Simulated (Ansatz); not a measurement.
# Calculated records

**From HSE06 to G0W0: Ta3N5 (Cmcm)**

It takes space group Cmcm (No. 63, orthorhombic). The conventional cell has a = 3.886 Å, b = 10.212 Å, c = 10.262 Å, α = 90.00°, β = 90.00°, γ = 90.00°. Nearest to Ta lie 6 N at 2.04 to 2.14 Å. Nearest to Ta lie 6 N at 1.96 to 2.24 Å. Nearest to N lie 4 Ta at 2.06 to 2.22 Å. N has 3 Ta at 1.96 to 2.04 Å nearest. N has 4 Ta at 2.03 to 2.24 Å nearest. Farther neighbours and most contacts between anions are not listed.

```
method                               : G0W0 on HSE06, plane waves, PAW (and 1 further level or step)
program                              : Ansatz 0.2.0
settings of one run                  : cutoff 420 eV, 4×4×2 k-mesh, default PAW, empty bands 1024, screening cutoff 170 eV, screening contour deformation, QP bands (v4, c4)
cost                                 : 2 runs, 8.3 min in all on 1 × NVIDIA H100 80GB HBM3 (shared by 6 runs) with 3 threads of AMD EPYC 7R13 (Zen 3), shared host (the runs of this entry)
notes                                : In doubt: masses and optical values from hybrid runs of this build are listed as unsure (in some of the runs), which bears on the screening that GW takes from such a start. The cell and positions come from the Crystallography Open Database and are kept as given unless a step says otherwise. Limits: no spin-orbit coupling. Bands and cutoff are finite, so the gap is not at the basis limit. The miss can reach some tenths of an eV and take either sign; the mesh is an error of its own.
HSE06 gap                            : 2.21 eV, indirect
G0W0 gap on the mesh                 : 2.17 eV, from k = Γ to k = (-0.500, -0.500, 0.000)
G0W0 gap over the zone (rigid shift) : 2.15 eV
GW settings                          : 4×4×2 mesh, 1024 empty bands, screening to 170 eV
known limits                         : not at the basis limit; no spin-orbit coupling
```

The correction moves the gap on the mesh from 2.23 eV to 2.17 eV (−0.06 eV): the valence edge shifts by +0.12 eV and the conduction edge by +0.06 eV on the run's own scale. Z is 0.78 and 0.81 at the edges, as usual for well-defined quasiparticles.

[Paths, hosts, dates, memory and timing lines, banners, echoed tables and standing remarks are left out of the program output.]

[Logs are printed without paths, hosts, clocks, repeated set-up lines and the standing remarks that a program may print on its own settings, such as how far it seeks lower states.]

[Runs of the session that timed out or met a known fault of the program may be left out.]

[Cells called generated may have been cut or substituted from an entry of the Crystallography Open Database or the Materials Project.]

[Hosts, paths, dates, database ids (printed as entryN), source tags and the programs' standing remarks are cut or masked in the printed files.]
